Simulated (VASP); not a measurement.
A run of VASP 6.6.1:

File INCAR:

```
PREC = Accurate
ENCUT = 300
EDIFF = 1E-7
ISMEAR = 0
SIGMA = 0.03
LREAL = False
LASPH = True
NELM = 80
ALGO = Normal
ISIF = 2
LWAVE = False
LCHARG = False
GGA = PE
IBRION = 2
NSW = 40
EDIFFG = -0.01
```

The input KPOINTS:

```
Automatic mesh
0
Gamma
  7 7 7
```

The input POSCAR:

```
BN                                      
1.0
    0.0000000000      1.7876069992      1.7876069992
    1.7876069992      0.0000000000      1.7876069992
    1.7876069992      1.7876069992      0.0000000000
  B               N             
     1     1
Direct
     0.0000000000000000    0.0000000000000000    0.0000000000000000
     0.2500000000000000    0.2500000000000000    0.2500000000000000
```

Potentials or basis: VASP PAW PBE potentials, release 64 (B_s, N_s).

Command:

```bash
$ cat potpaw_PBE.64/B_s/POTCAR potpaw_PBE.64/N_s/POTCAR > POTCAR
$ mpirun -np 1 vasp_std > vasp.out
```

Hardware: 1 thread of AMD EPYC 7R13 Processor (Zen 3), with other jobs on the host.

**Question.** How long does it take, and how much memory?

**Answer.** Wall time 2.2 s on 1 thread of AMD EPYC 7R13 Processor (Zen 3), on a shared host, peak memory 0.07 GiB. Counts: scf iterations 13, k points 20, ion steps 1.
